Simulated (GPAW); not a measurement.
# Ag (Fm-3m) in GPAW: reference runs

How does Ag come out in PBEsol? The cell is run as given and disturbed.

All numbers are computed with GPAW 26.7.0; they aren't measurements. Logs are shortened: lines on timing, memory, paths and dates and some standing lists are left out, and cuts for length are marked. The log counts tension as positive stress, the text compression.

### Step 1. Starting point

The structure is cubic, space group Fm-3m (No. 225). Conventional cell: a = 4.085 Å, b = 4.085 Å, c = 4.085 Å, α = 90.00°, β = 90.00°, γ = 90.00°. Ag (site symmetry m-3m) has 12 Ag at 2.89 Å as nearest neighbours.

### Step 2. Single point, PBEsol

Input file run.py:

```python
from ase import Atoms
from ase.dft.bandgap import bandgap
from ase.io import write
from ase.units import Bohr, GPa
from gpaw import GPAW, PW, setup_paths
from gpaw.elf import elf_from_dft_calculation

setup_paths.insert(0, '.')

atoms = Atoms(['Ag'],
              cell=[[0.0, 2.04275, 2.04275],
                    [2.04275, 0.0, 2.04275],
                    [2.04275, 2.04275, 0.0]],
              scaled_positions=[[0.0, 0.0, 0.0]],
              pbc=True)

calc = GPAW(mode=PW(600),
            xc='PBEsol',
            kpts={'size': (11, 11, 11), 'gamma': True},
            occupations={'name': 'fermi-dirac', 'width': 0.05},
            nbands=18,
            convergence={'density': 1e-05, 'energy': 1e-05},
            maxiter=150,
            txt='gpaw.txt')
atoms.calc = calc
energy = atoms.get_potential_energy()
forces = atoms.get_forces()
stress = atoms.get_stress()
calc.write('gs.gpw')
write('result.traj', atoms)
print(f'Energy: {energy:.6f} eV')
print('Forces (eV/A):')
print(forces.round(4))
print('Stress (GPa):', (stress / GPa).round(3))
print('Fermi level:', round(calc.get_fermi_level(), 4), 'eV')
print(f'Gap: {bandgap(calc)[0]:.4f} eV, direct: {bandgap(calc, direct=True)[0]:.4f} eV')

# fields on the real-space grid
write('density.cube', atoms, data=calc.get_pseudo_density() * Bohr**3)
write('potential.cube', atoms, data=calc.get_electrostatic_potential())
write('elf.cube', atoms, data=elf_from_dft_calculation(calc).data)
```

Potentials or basis: PAW data sets generated in the run's folder for this functional, pw.

Launch:

```sh
$ gpaw-setup -f PBEsol Ag
$ OMP_NUM_THREADS=1 python run.py
```

gpaw.txt:

```text
__  _  _
 | _ |_)|_||  |
 |__||  | ||/\| - 26.7.0

Input parameters:
  mode=PW(ecut=600.0),
  convergence={'density': 1e-05, 'energy': 1e-05},
  kpts=MonkhorstPack(size=(11, 11, 11), gamma=True),
  maxiter=150,
  nbands=18,
  occupations=Occupations(name='fermi-dirac', width=0.05),
  xc=XC(name='PBEsol')

Diagonalizing LCAO Hamiltonian
Converting LCAO to pw mode

       Ag

Atoms  # Å, Bohr magnetons
|   | symbol |        x |        y |        z |    initial magnetic moments |
|---|--------|----------|----------|----------|-----------------------------|
| 0 |     Ag | 0.000000 | 0.000000 | 0.000000 | ( 0.0000,  0.0000,  0.0000) |

Unit cell  # Å
| periodic |        x |        y |        z |  lengths |    angles |
|----------|----------|----------|----------|----------|-----------|
|      yes | 0.000000 | 2.042750 | 2.042750 | 2.888885 | 60.000000 |
|      yes | 2.042750 | 0.000000 | 2.042750 | 2.888885 | 60.000000 |
|      yes | 2.042750 | 2.042750 | 0.000000 | 2.888885 | 60.000000 |

Number of symmetries: 48
Symmetry operations  # r_c * U_cc + t_c -> r_c
|    | kind |            matrix            |
|----|------|------------------------------|
|  0 |  σ   |  1, 0, 0,  1, 0,-1,  1,-1, 0 |
|  1 |  C2  |  1, 0, 0,  1,-1, 0,  1, 0,-1 |
|  2 |  E   |  1, 0, 0,  0, 1, 0,  0, 0, 1 |
|  3 |  σ   |  1, 0, 0,  0, 0, 1,  0, 1, 0 |
|  4 |  C4  |  1, 0,-1,  1, 0, 0,  1,-1, 0 |
|  5 |  S6  |  1, 0,-1,  1,-1, 0,  1, 0, 0 |
|  6 |  σ   |  1, 0,-1,  0, 1,-1,  0, 0,-1 |
|  7 |  C3  |  1, 0,-1,  0, 0,-1,  0, 1,-1 |
|  8 |  S6  |  1,-1, 0,  1, 0, 0,  1, 0,-1 |
|  9 |  C4  |  1,-1, 0,  1, 0,-1,  1, 0, 0 |
| 10 |  C3  |  1,-1, 0,  0,-1, 1,  0,-1, 0 |
| 11 |  σ   |  1,-1, 0,  0,-1, 0,  0,-1, 1 |
| 12 |  σ   |  0, 1, 0,  1, 0, 0,  0, 0, 1 |
| 13 |  C4  |  0, 1, 0,  0, 1,-1, -1, 1, 0 |
| 14 |  C3  |  0, 1, 0,  0, 0, 1,  1, 0, 0 |
| 15 |  S6  |  0, 1, 0, -1, 1, 0,  0, 1,-1 |
| 16 |  C2  |  0, 1,-1,  1, 0,-1,  0, 0,-1 |
| 17 |  σ   |  0, 1,-1,  0, 1, 0, -1, 1, 0 |
| 18 |  S4  |  0, 1,-1,  0, 0,-1,  1, 0,-1 |
| 19 |  C4  |  0, 1,-1, -1, 1, 0,  0, 1, 0 |
| 20 |  C3  |  0, 0, 1,  1, 0, 0,  0, 1, 0 |
| 21 |  σ   |  0, 0, 1,  0, 1, 0,  1, 0, 0 |
| 22 |  S6  |  0, 0, 1,  0,-1, 1, -1, 0, 1 |
| 23 |  C4  |  0, 0, 1, -1, 0, 1,  0,-1, 1 |
| 24 |  S4  |  0, 0,-1,  1, 0,-1,  0, 1,-1 |
| 25 |  C3  |  0, 0,-1,  0, 1,-1,  1, 0,-1 |
| 26 |  C2  |  0, 0,-1,  0,-1, 0, -1, 0, 0 |
| 27 |  S6  |  0, 0,-1, -1, 0, 0,  0,-1, 0 |
| 28 |  S4  |  0,-1, 1,  1,-1, 0,  0,-1, 0 |
| 29 |  C4  |  0,-1, 1,  0, 0, 1, -1, 0, 1 |
| 30 |  C2  |  0,-1, 1,  0,-1, 0,  1,-1, 0 |
| 31 |  σ   |  0,-1, 1, -1, 0, 1,  0, 0, 1 |
| 32 |  C3  |  0,-1, 0,  1,-1, 0,  0,-1, 1 |
| 33 |  S6  |  0,-1, 0,  0, 0,-1, -1, 0, 0 |
| 34 |  S4  |  0,-1, 0,  0,-1, 1,  1,-1, 0 |
| 35 |  C2  |  0,-1, 0, -1, 0, 0,  0, 0,-1 |
| 36 |  C2  | -1, 1, 0,  0, 1, 0,  0, 1,-1 |
| 37 |  S6  | -1, 1, 0,  0, 1,-1,  0, 1, 0 |
| 38 |  S4  | -1, 1, 0, -1, 0, 1, -1, 0, 0 |
| 39 |  C3  | -1, 1, 0, -1, 0, 0, -1, 0, 1 |
| 40 |  S6  | -1, 0, 1,  0, 0, 1,  0,-1, 1 |
| 41 |  C2  | -1, 0, 1,  0,-1, 1,  0, 0, 1 |
| 42 |  C3  | -1, 0, 1, -1, 1, 0, -1, 0, 0 |
| 43 |  S4  | -1, 0, 1, -1, 0, 0, -1, 1, 0 |
| 44 |  C2  | -1, 0, 0,  0, 0,-1,  0,-1, 0 |
| 45 |  i   | -1, 0, 0,  0,-1, 0,  0, 0,-1 |
| 46 |  σ   | -1, 0, 0, -1, 1, 0, -1, 0, 1 |
| 47 |  C2  | -1, 0, 0, -1, 0, 1, -1, 1, 0 |

BZ-sampling:
  Number of BZ points: 1331
  Number of IBZ points: 56

  Monkhorst-Pack size: [11, 11, 11]
  Monkhorst-Pack shift: [0, 0, 0]

K-points  # in reciprocal-cell coordinates
|     |                                coordinates |     weight |
|-----|--------------------------------------------|------------|
|   0 | (  0.00000000,   0.00000000,   0.00000000) | 0.00075131 |
|   1 | (  0.09090909,   0.09090909,   0.00000000) | 0.00450789 |
|   2 | (  0.09090909,   0.09090909,   0.09090909) | 0.00601052 |
|   3 | (  0.18181818,   0.09090909,   0.09090909) | 0.00901578 |
|   4 | (  0.18181818,   0.18181818,   0.00000000) | 0.00450789 |
|   5 | (  0.18181818,   0.18181818,   0.09090909) | 0.01803156 |
|   6 | (  0.18181818,   0.18181818,   0.18181818) | 0.00601052 |
|   7 | (  0.27272727,   0.18181818,   0.09090909) | 0.01803156 |
|   8 | (  0.27272727,   0.18181818,   0.18181818) | 0.01803156 |
|   9 | (  0.27272727,   0.27272727,   0.00000000) | 0.00450789 |
| ... |                                            |            |
|  55 | (  0.45454545,   0.45454545,   0.45454545) | 0.00601052 |

Plane wave coefficients: 578
Cutoff: 600.0 eV

Spin-components: 1 (collinear spins)
Bands:           18
Projectors:      6
Spin-degeneracy: 2
Datatype:        complex128

Parallelization:
  kpt:    1
  domain: 1
  band:   1

Density:
  Valence electrons: 17.0
  Components: 1
  Grid points: [18 18 18]
  Charge: 0.0  # |e|

Potential:
  Grid points: [18 18 18]

species:
  Ag:
    name:    Silver
    Z:       47.0
    valence: 17
    core:    30
    charge:  0.0  # [|e|]
    compensation charges:
      type: gauss
      rc: 0.40  # [Å]
      lmax: 2
    cutoffs:
      filter: 2.35  # [Å]
      core: 2.19  # [Å]
    projectors
    | kind |    occ | energy [eV] | rcut [Å] |
    |------|--------|-------------|----------|
    |   5s |  1.000 |      -4.417 |    1.286 |
    |   4p |  6.000 |     -58.524 |    1.328 |
    |   5p |  0.000 |      -0.670 |    1.328 |
    |   4d | 10.000 |      -7.455 |    1.180 |
    |    s |        |      22.795 |    1.286 |
    |    d |        |      19.756 |    1.180 |

    Using partial waves for Ag as LCAO basis

Reference energy: -144528.967577  # eV

eigensolver:
  PPCG
  Converge bands: occupied
  niter=2

density mixing:
  MSR1-Mixer
  Pratt-step length: 0.05
  Maximum mixing coefficient: 0.75
  Old densities: 10
  SVD Regularization: 0.005
  Good broyden scale: 1.0
  Trust region scale: 1.0
  Backstep threshold: 4.0
  History deletion threshold: 6.0
  Fourier metric: weight=20.0, sigma=0.015

occupation numbers:
  Fermi-Dirac:
    width: 0.0500  # eV

poisson solver:
  ecut: 4800.0  # eV

xc functional:
  name: PBEsol with 2 nearest neighbor stencil

convergence criteria:
- Maximum integral of absolute [dens]ity change: 1e-05 electrons / valence electron
- Maximum [total energy] change in last 3 cyles: 1e-05 eV / valence electron
- Maximum integral of absolute [eigenst]ate change: 4e-08 eV^2 / valence electron
maximum number of iterations: 150

SCF iterations
|iter     | |      energy | eigst |  dens |
|---------|-|-------------|-------|-------|
|iter:   1| |   -3.753543 | -0.61 |       |
|iter:   2| |   -3.678253 | -3.46 | -1.28 |
|iter:   3| |   -3.455905 | -3.11 | -1.33 |
|iter:   4| |   -3.452532 | -4.21 | -2.11 |
|iter:   5| |   -3.451479 | -4.35 | -2.39 |
|iter:   6| |   -3.451483 | -6.90 | -3.92 |
|iter:   7| |   -3.451485c| -7.24 | -4.21 |
|iter:   8| |   -3.451485c| -8.57c| -5.20c|

Converged in 8 steps
Energy contributions relative to reference atoms: (reference = -144528.967577)

Energy contributions:
  Kinetic:          -3.557149
  Coulomb:           2.075027
  Zero:              0.181233
  External:          0.000000
  Xc:               -2.149358
  Entropy:          -0.002477
  Spinorbit:         0.000000
  ----------------------------
  Free energy:      -3.452723
  Extrapolated:     -3.451485

dipole moment: (-12.810228, -12.810228, -12.810228)  # |e|*Ang

Fermi level: 8.279
Eigenvalues  # (at kpt = [0.000, 0.000, 0.000])
| band index |      eig [eV] | occ [0-2] |
|------------|---------------|-----------|
|          0 |       -47.220 |     2.000 |
|          1 |       -47.220 |     2.000 |
|          2 |       -47.220 |     2.000 |
|          3 |         0.227 |     2.000 |
|          4 |         3.327 |     2.000 |
|          5 |         3.327 |     2.000 |
|          6 |         3.327 |     2.000 |
|          7 |         4.379 |     2.000 |
|          8 |         4.379 |     2.000 |
|          9 |        24.261 |     0.000 |
|         10 |        27.907 |     0.000 |
|         11 |        27.907 |     0.000 |
|         12 |        27.907 |     0.000 |
|         13 |        32.360 |     0.000 |
|         14 |        33.290 |     0.000 |
|         15 |        33.290 |     0.000 |
|         16 |        33.290 |     0.000 |
|         17 |        38.521 |     0.000 |

No gap
No difference between direct/indirect transitions

Forces  # eV/Ang
|       x |       y |        z |
|---------|---------|----------|
| 0.00000 | 0.00000 | -0.00000 |  # Ag   0

Stress tensor  # eV/Ang^3
|        x |        y |        z |
|----------|----------|----------|
| 0.017914 | 0.000000 | 0.000000 |
| 0.000000 | 0.017914 | 0.000000 |
| 0.000000 | 0.000000 | 0.017914 |

# Writing to gs.gpw (mode='')
```

It took 14 s on 1 thread of Arm Neoverse V2, shared host; peak memory 0.14 GiB.

What came out:

```
Free energy            : -3.4527 eV
Pressure               : -2.9 GPa
Band gap on the k mesh : none (metal or under the smearing width)
```

### Step 3. Single point, PBEsol (cell strained at random at fixed volume)

Input file run.py:

```python
from ase import Atoms
from ase.dft.bandgap import bandgap
from ase.io import write
from ase.units import GPa
from gpaw import GPAW, PW, setup_paths

setup_paths.insert(0, '.')

atoms = Atoms(['Ag'],
              cell=[[-0.006223, 2.038628, 2.0672],
                    [2.014973, 0.046946, 2.01403],
                    [2.085595, 2.05608, -0.023676]],
              scaled_positions=[[0.002206, 0.028552, -0.010434]],
              pbc=True)

calc = GPAW(mode=PW(600),
            xc='PBEsol',
            kpts={'size': (11, 11, 11), 'gamma': True},
            occupations={'name': 'fermi-dirac', 'width': 0.05},
            nbands=18,
            convergence={'density': 1e-05, 'energy': 1e-05},
            maxiter=150,
            txt='gpaw.txt')
atoms.calc = calc
energy = atoms.get_potential_energy()
forces = atoms.get_forces()
stress = atoms.get_stress()
calc.write('gs.gpw')
write('result.traj', atoms)
print(f'Energy: {energy:.6f} eV')
print('Forces (eV/A):')
print(forces.round(4))
print('Stress (GPa):', (stress / GPa).round(3))
print('Fermi level:', round(calc.get_fermi_level(), 4), 'eV')
print(f'Gap: {bandgap(calc)[0]:.4f} eV, direct: {bandgap(calc, direct=True)[0]:.4f} eV')
```

Potentials or basis: PAW data sets generated in the run's folder for this functional, pw.

Launch:

```sh
$ gpaw-setup -f PBEsol Ag
$ OMP_NUM_THREADS=1 python run.py
```

gpaw.txt:

```text
__  _  _
 | _ |_)|_||  |
 |__||  | ||/\| - 26.7.0

Input parameters:
  mode=PW(ecut=600.0),
  convergence={'density': 1e-05, 'energy': 1e-05},
  kpts=MonkhorstPack(size=(11, 11, 11), gamma=True),
  maxiter=150,
  nbands=18,
  occupations=Occupations(name='fermi-dirac', width=0.05),
  xc=XC(name='PBEsol')

Diagonalizing LCAO Hamiltonian
Converting LCAO to pw mode

       Ag

Atoms  # Å, Bohr magnetons
|   | symbol |        x |         y |        z |    initial magnetic moments |
|---|--------|----------|-----------|----------|-----------------------------|
| 0 |     Ag | 0.035757 | -0.015616 | 0.062312 | ( 0.0000,  0.0000,  0.0000) |

Unit cell  # Å
| periodic |         x |        y |         z |  lengths |    angles |
|----------|-----------|----------|-----------|----------|-----------|
|      yes | -0.006223 | 2.038628 |  2.067200 | 2.903336 | 59.373727 |
|      yes |  2.014973 | 0.046946 |  2.014030 | 2.849322 | 60.944386 |
[... 121 lines left out ...]
|iter:   4| |   -3.446410 | -4.21 | -2.12 |
|iter:   5| |   -3.445370 | -4.34 | -2.39 |
|iter:   6| |   -3.445373 | -6.89 | -3.92 |
|iter:   7| |   -3.445374c| -7.24 | -4.20 |
|iter:   8| |   -3.445374c| -8.51c| -5.17c|

Converged in 8 steps
Energy contributions relative to reference atoms: (reference = -144528.967577)

Energy contributions:
  Kinetic:          -3.360956
  Coulomb:           1.911140
  Zero:              0.180154
  External:          0.000000
  Xc:               -2.174497
  Entropy:          -0.002431
  Spinorbit:         0.000000
  ----------------------------
  Free energy:      -3.446590
  Extrapolated:     -3.445374

dipole moment: (0.510355, -0.219454, -12.387534)  # |e|*Ang

Fermi level: 8.219
Eigenvalues  # (at kpt = [0.000, 0.000, 0.000])
| band index |      eig [eV] | occ [0-2] |
|------------|---------------|-----------|
|          0 |       -47.218 |     2.000 |
|          1 |       -47.216 |     2.000 |
|          2 |       -47.213 |     2.000 |
|          3 |         0.227 |     2.000 |
|          4 |         3.161 |     2.000 |
|          5 |         3.277 |     2.000 |
[... 10 lines left out ...]
|         16 |        34.298 |     0.000 |
|         17 |        37.756 |     0.000 |

No gap
No difference between direct/indirect transitions

Forces  # eV/Ang
|       x |       y |        z |
|---------|---------|----------|
| 0.00000 | 0.00000 | -0.00000 |  # Ag   0

Stress tensor  # eV/Ang^3
|         x |        y |         z |
|-----------|----------|-----------|
|  0.014254 | 0.010651 | -0.008765 |
|  0.010651 | 0.015767 |  0.004833 |
| -0.008765 | 0.004833 |  0.016032 |

# Writing to gs.gpw (mode='')
```

It took 2 min on 1 thread of Arm Neoverse V2, shared host; peak memory 0.3 GiB.

Results:

```yaml
Free_energy: -3.4466 eV
Pressure: -2.5 GPa
Band_gap_on_the_k_mesh: none (metal or under the smearing width)
```
